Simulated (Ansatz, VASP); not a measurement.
**Two plane-wave programs on Ga2O3**

The input INCAR:

```
SYSTEM = Ga2O3
AGGAC    = 1.0          
AGGAX    = 1.0          
ALDAC    = 0.0          
ALDAX    = 1.0          
ALGO     = Normal         ! electronic algorithm
EDIFF    = 1E-7           ! SCF threshold, eV
ENCUT    = 520            ! plane-wave cutoff, eV
GGA      = B5             ! functional
ISIF     = 2              ! what is computed and relaxed
ISMEAR   = -1             ! smearing method
LASPH    = .TRUE.         ! aspherical terms in the spheres
LCHARG   = .FALSE.        ! write CHGCAR
LREAL    = .FALSE.        ! projectors in reciprocal space
LWAVE    = .FALSE.        ! write WAVECAR
NELM     = 100            ! most SCF steps
PREC     = Accurate       ! precision mode
SIGMA    = 0.05           ! smearing width, eV
```

Contents of KPOINTS:

```
k-points
0
G
  9 9 5
  0 0 0
```

Contents of POSCAR:

```
Ga2O3
1.0
    6.1070000000     -1.5185500000      0.0000000000
    6.1070000000      1.5185500000      0.0000000000
   -1.3859888959      0.0000000000      5.6300087380
Ga O
4 6
Direct
    0.3413400000      0.3413400000      0.6859800000
    0.6586600000      0.6586600000      0.3140200000
    0.9095000000      0.9095000000      0.2054000000
    0.0905000000      0.0905000000      0.7946000000
    0.5041000000      0.5041000000      0.7434000000
    0.4959000000      0.4959000000      0.2566000000
    0.8267000000      0.8267000000      0.4368000000
    0.1733000000      0.1733000000      0.5632000000
    0.8355000000      0.8355000000      0.8902000000
    0.1645000000      0.1645000000      0.1098000000
```

KPOINTS_OPT

```
path XGY,LGZ,NGM,RG
15
line-mode
reciprocal
 0.0000000000  0.5000000000  0.0000000000  X
 0.0000000000  0.0000000000  0.0000000000  G

 0.0000000000  0.0000000000  0.0000000000  G
 0.0000000000  0.0000000000 -0.5000000000  Y

 0.0000000000  0.5000000000 -0.5000000000  L
 0.0000000000  0.0000000000  0.0000000000  G

 0.0000000000  0.0000000000  0.0000000000  G
-0.5000000000 -0.5000000000  0.5000000000  Z

-0.5000000000  0.0000000000  0.5000000000  N
 0.0000000000  0.0000000000  0.0000000000  G

 0.0000000000  0.0000000000  0.0000000000  G
-0.5000000000 -0.5000000000  0.0000000000  M

-0.5000000000  0.0000000000  0.0000000000  R
 0.0000000000  0.0000000000  0.0000000000  G
```

The input input.yaml:

```yaml
crystal:
  lattice:
    - [6.107, -1.51855, 0.0]
    - [6.107, 1.51855, 0.0]
    - [-1.3859888959, 0.0, 5.630008738]
  atoms:
    - { symbol: Ga, position: [0.34134, 0.34134, 0.68598] }
    - { symbol: Ga, position: [0.65866, 0.65866, 0.31402] }
    - { symbol: Ga, position: [0.9095, 0.9095, 0.2054] }
    - { symbol: Ga, position: [0.0905, 0.0905, 0.7946] }
    - { symbol: O, position: [0.5041, 0.5041, 0.7434] }
    - { symbol: O, position: [0.4959, 0.4959, 0.2566] }
    - { symbol: O, position: [0.8267, 0.8267, 0.4368] }
    - { symbol: O, position: [0.1733, 0.1733, 0.5632] }
    - { symbol: O, position: [0.8355, 0.8355, 0.8902] }
    - { symbol: O, position: [0.1645, 0.1645, 0.1098] }
hamiltonian:
  xc: blyp
  pseudopotentials: { kind: paw }
kpoints:
  mp_grid: { grid: [9, 9, 5] }
  band_path:
    path:
      - [[0.0, 0.5, 0.0], [0.0, 0.0, 0.0], [0.0, 0.0, -0.5]]
      - [[0.0, 0.5, -0.5], [0.0, 0.0, 0.0], [-0.5, -0.5, 0.5]]
      - [[-0.5, 0.0, 0.5], [0.0, 0.0, 0.0], [-0.5, -0.5, 0.0]]
      - [[-0.5, 0.0, 0.0], [0.0, 0.0, 0.0]]
    npoints: 10
scf:
  occupations: { method: fermi_dirac, width: 0.05 }
  n_extra_bands: 25
output:
  forces: true
  stress: true
  eigenvalues: true
  fatbands: false
  write_density: true
  write_potential: true
  elf: true
  volumetric_format: npy
```

Alike in both runs: task band structure; functional BLYP; k mesh 9 × 9 × 5; occupations fermi-dirac, width 0.05 eV; no spin polarisation.

|  | VASP | Ansatz |
| --- | --- | --- |
| version | VASP 6.6.1 | Ansatz 0.2.0 |
| potentials or method | VASP PAW PBE potentials, release 64 (Ga_d, O) | Ansatz PAW |
| plane-wave cutoff (eV) | 520 | 420 |
| valence electrons in the cell | 88 | 88 |

Ansatz gave:

| Property | Result |
| --- | --- |
| gap on the k mesh at the Fermi level (eV) | 2.53 |
| least direct gap on the mesh (eV) | 2.56 |
| gap along the band path (eV) | 2.54 |
| pressure (GPa) | 14.5 |
| largest component of the traceless stress (GPa) | 0.90 |
| rms of the force components (eV/Å) | 0.096 |

**Question.** Which values does VASP return?

**Answer.** gap on the k mesh at the Fermi level (eV): 2.52; least direct gap on the mesh (eV): 2.55; gap along the band path (eV): 2.52; pressure (GPa): 16.9; largest component of the traceless stress (GPa): 1.17; rms of the force components (eV/Å): 0.128.

Atom by atom the forces differ by 0.046 eV/Å (rms over components). With one functional, cell and mesh, what is left measures potentials, basis and numerics.

Caveats: so large a pressure means that the cell lies far from this level's equilibrium, or that cutoff or potentials fall short (VASP); the potentials were made for another functional, which shifts forces and pressure (VASP); the pressure holds a Pulay correction of +0.9 GPa for the finite cutoff (Ansatz); the PAW data sets come from PBE, with cores solved anew for the run's functional, which leaves a small shift of forces and pressure (Ansatz). BLYP gaps usually lie below the measured ones, often by a third to a half.
